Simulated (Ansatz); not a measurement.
Task: a relaxation of cell and ions of MgTe, space group P6_3mc, with the Python package of Ansatz (0.2.0). Give the script and its output. Settings: PBE, PAW, the default cutoff (420 eV here), 4×4×2 k-points, fixed occupations.

`mgte.cif`
```cif
data_MgTe
_cell_length_a 4.520000
_cell_length_b 4.520000
_cell_length_c 7.330000
_cell_angle_alpha 90.00000
_cell_angle_beta 90.00000
_cell_angle_gamma 120.00000
_symmetry_space_group_name_H-M 'P 1'
_symmetry_Int_Tables_number 1
loop_
_symmetry_equiv_pos_as_xyz
'x, y, z'
loop_
_atom_site_label
_atom_site_type_symbol
_atom_site_fract_x
_atom_site_fract_y
_atom_site_fract_z
Mg1 Mg    0.333333    0.666667    0.000000
Mg2 Mg    0.666667    0.333333    0.500000
Te3 Te    0.333333    0.666667    0.385000
Te4 Te    0.666667    0.333333    0.885000
```

`vcrelax.py`:
```python
'''Relax cell and ions of MgTe.'''

import ansatz as az
from ase import Atoms
from ase.io import write
from ase.io import read
import numpy as np

config = {
    'kgrid': (4, 4, 2),
    'xc': 'pbe',
    'force_tol': 0.005,
}

def edges_and_angles(cell):
    cell = np.asarray(cell)
    a, b, c = np.linalg.norm(cell, axis=1)
    cosines = cell[1] @ cell[2] / (b * c), cell[0] @ cell[2] / (a * c), cell[0] @ cell[1] / (a * b)
    return (a, b, c, *np.degrees(np.arccos(cosines)))

atoms = read('mgte.cif')
system = az.Crystal.from_ase(atoms)

# every cell quantity that the symmetry leaves free
base = (
    system.calculation()
    .kpoints(*config['kgrid'])
    .occupations(az.OccupationsMethod.FIXED)
    .functional(config['xc'])
    .relax(force_tolerance=config['force_tol'], cell=True)
    .band_table()
)
steps = []


def collect(event):
    if event['event'] == 'relax_step':
        steps.append(event['data'])


res = base.session().plan().execute(on_event=collect)
report = res.report
print('step   energy (eV)     max comp. (eV/A)   P (GPa)  SCF')
for s in steps:
    print(f'{s["step"]:4d} {s["lagrangian_ev"]:15.5f} {s["allowed_force_max_ev_ang"]:12.4f} {s["pressure_gpa"]:10.3f} {s["n_scf"]:5d}')

first, last = steps[0], steps[-1]
symbols = [site.symbol for site in res.lattice.sites]
print(f'energy gained {first["lagrangian_ev"] - last["lagrangian_ev"]:.4f} eV in {len(steps) - 1} steps')
for label, vectors in (('before', first['cell_ang']), ('after', res.lattice.cell_ang)):
    print(label, 'a b c (A) {:.4f} {:.4f} {:.4f}  angles {:.2f} {:.2f} {:.2f}'.format(*edges_and_angles(vectors)), f' V = {abs(np.linalg.det(vectors)):.3f} A^3')
print('final stress xx yy zz (GPa, compression positive):', np.round(np.diag(report['stress_gpa']), 3) + 0.0)

relaxed = Atoms(symbols, positions=[site.position_ang for site in res.lattice.sites], cell=res.lattice.cell_ang, pbc=True)
write('relaxed.cif', relaxed, format='cif')

change = np.array(last['positions_ang']) @ np.linalg.inv(last['cell_ang']) - np.array(first['positions_ang']) @ np.linalg.inv(first['cell_ang'])
moved = np.linalg.norm(change @ np.array(last['cell_ang']), axis=1)
print('displacement within the cell, strain taken out (A):', ' '.join(f'{s}:{d:.3f}' for s, d in zip(symbols, moved)))

energy = report['free_energy_ev']
print('MgTe: {:.6f} eV = {:.6f} Ry = {:.6f} Ha'.format(energy, energy / 13.605693, energy / 27.211386))
print('Fermi level {:.4f} eV, {} k-points, {} symmetry operations'.format(report['fermi_energy_ev'], report['n_kpoints'], report['n_symmetry_ops']))

table = np.array(report['eigenvalues_ev']) - report['fermi_energy_ev']
filling = np.array(report['occupations'])
weights = np.tile(report['kweights'], len(table) // len(report['kweights']))
print('band   lowest  highest (eV from E_F)  electrons')
for band in range(table.shape[1]):
    if table[:, band].max() > -10:
        print(f'{band + 1:4d} {table[:, band].min():8.3f} {table[:, band].max():8.3f} {weights @ filling[:, band]:18.4f}')
print('electrons counted from the table:', round(float(weights @ filling.sum(axis=1)), 5))
```

```console
$ python vcrelax.py
DeckWarning: the atoms were moved onto the symmetric positions of the space group found under crystal.symmetry.tolerance 1.0e-5 (fractional; no operation is sought that the atoms, as they stand in a round, miss by more than twice it, and no atom is moved by as much as it), and the run uses the moved positions. Before [...]
DeckWarning: basis.ecutwfc = 420 eV, auto-derived from the records' recommended cutoffs: set by Mg (normal level)
step   energy (eV)     max comp. (eV/A)   P (GPa)  SCF
   1    -17810.94899       0.2333      2.464     6
   2    -17811.01015       0.0729     -0.875     6
   3    -17811.02269       0.0037     -0.107     5
   4    -17811.02291       0.0028     -0.002     5
   5    -17811.02355       0.0028     -0.004     6
energy gained 0.0746 eV in 4 steps
before a b c (A) 4.5200 4.5200 7.3300  angles 90.00 90.00 120.00  V = 129.691 A^3
after a b c (A) 4.6159 4.6159 7.4866  angles 90.00 90.00 120.00  V = 138.145 A^3
final stress xx yy zz (GPa, compression positive): [ 0.009  0.009 -0.029]
displacement within the cell, strain taken out (A): Mg:0.030 Mg:0.030 Te:0.030 Te:0.030
MgTe: -17811.023550 eV = -1309.086097 Ry = -654.543049 Ha
Fermi level 4.1304 eV, 8 k-points, 12 symmetry operations
band   lowest  highest (eV from E_F)  electrons
  19  -10.147   -9.495             2.0000
  20   -9.883   -9.390             2.0000
  21   -3.153   -1.950             2.0000
  22   -3.080   -0.495             2.0000
  23   -1.900   -0.273             2.0000
  24   -1.757   -0.025             2.0000
  25   -1.011   -0.025             2.0000
  26   -0.873    0.000             2.0000
  27    2.352    3.912             0.0000
  28    2.901    4.875             0.0000
  29    4.258    5.498             0.0000
  30    4.258    5.499             0.0000
  31    5.498    7.002             0.0000
  32    5.498    7.002             0.0000
electrons counted from the table: 52.0
```
(Warnings from the package without file and line, shortened.)

It writes `relaxed.cif`:
```cif
data_image0
_chemical_formula_structural       Mg2Te2
_chemical_formula_sum              "Mg2 Te2"
_cell_length_a       4.615939300321357
_cell_length_b       4.615939300321356
_cell_length_c       7.4866123774776785
_cell_angle_alpha    90.0
_cell_angle_beta     90.0
_cell_angle_gamma    119.99999999999999

_space_group_name_H-M_alt    "P 1"
_space_group_IT_number       1

loop_
  _space_group_symop_operation_xyz
  'x, y, z'

loop_
  _atom_site_type_symbol
  _atom_site_label
  _atom_site_symmetry_multiplicity
  _atom_site_fract_x
  _atom_site_fract_y
  _atom_site_fract_z
  _atom_site_occupancy
  Mg  Mg1       1.0  0.3333333333333334  0.6666666666666667  0.0040279968248721895  1.0000
  Mg  Mg2       1.0  0.6666666666666666  0.3333333333333334  0.5040279968248721  1.0000
  Te  Te1       1.0  0.3333333333333334  0.6666666666666667  0.3809720031751278  1.0000
  Te  Te2       1.0  0.6666666666666666  0.3333333333333334  0.8809720031751278  1.0000
```

Total energies depend on the potentials; only differences at equal settings carry meaning. A total without «per atom» is that of the cell as typed. The computed bands are complete only to about 5.5 eV above the Fermi level. The Fermi level of a run with fixed occupations marks the highest occupied state on its mesh, not mid-gap. Only differences from the Fermi energy are physical; the zero of the scale is a convention. Energies along a relaxation are free energies. Rows at an unchanged volume are solved on a plane-wave basis chosen afresh for that cell, so the energy jumps there and such rows are no steps of the walk. The starting cell is as deposited in a crystallographic database; the results hold for this polymorph, which needn't be the stable one. Levels are Kohn-Sham eigenvalues on this mesh, without spin-orbit coupling. The whole script took 17 s on 1 thread of Arm Neoverse V1 (shared host), peak memory 0.46 GiB.

(Lines on the test bed's own set-up are left out of the output.)
